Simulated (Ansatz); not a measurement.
Here is an Ansatz 0.2.0 calculation.

input.yaml

```yaml
crystal:
  lattice:
    - [0.0, 2.6045, 2.6045]
    - [2.6045, 0.0, 2.6045]
    - [2.6045, 2.6045, 0.0]
  atoms:
    - { symbol: Mn, position: [0.0, 0.0, 0.0], spin: 4.0 }
    - { symbol: S, position: [0.5, 0.5, 0.5] }
hamiltonian:
  xc: lda
  pseudopotentials: { kind: paw }
magnetization:
  spin_polarized: true
kpoints:
  mp_grid: { grid: [9, 9, 9] }
scf:
  occupations: { method: fermi_dirac, width: 0.05 }
output:
  forces: true
  stress: true
  eigenvalues: true
relax:
  f_tol: 0.01
  max_steps: 40
  cell: { stress_tol: 0.05 }
```

Potentials or basis: Ansatz PAW.

Run with:

```bash
$ ansatz run input.yaml --threads 2 --pin off --max-ram 5632MiB --backend cpu --events-out ev --progress --plain --runs-dir out
```

Task: What does it give for the relaxed volume?

Result: 13.87 Å³/atom.

Task: What does it give for the site moments?

Result: Mn +3.23; S +0.09 μB.

Task: Predict the space group after relaxing (to 0.05 Å).

Result: Fm-3m (No. 225).

Task: Estimate the band gap on the k mesh.

Result: None (metal or under the smearing width).

Step by step:
```tsv
step	energy change (eV)	largest force (eV/Å)	volume (Å³)
1	0.0000	0.0000	35.33
2	-0.2739	0.0000	30.97
3	-0.3374	0.0000	26.48
4	-0.3538	0.0000	27.94
5	-0.3542	0.0000	27.78
6	-0.3542	0.0000	27.73
7	-0.3531	0.0000	27.73
```

Caveat: the volume moved by over 15 % at a fixed basis, so the end points are rough; the plane-wave basis is chosen anew once the cell has moved, so the energies of steps on either side of that aren't comparable; a cell with one magnetic atom can't hold antiferromagnetic order, which such compounds often take; semilocal functionals often make such compounds metallic where correlation or magnetic order opens a gap, which also shifts bond lengths; the PAW data sets come from PBE, with cores solved anew for the run's functional, which leaves a small shift of forces and pressure. LDA usually gives volumes a few per cent too small.
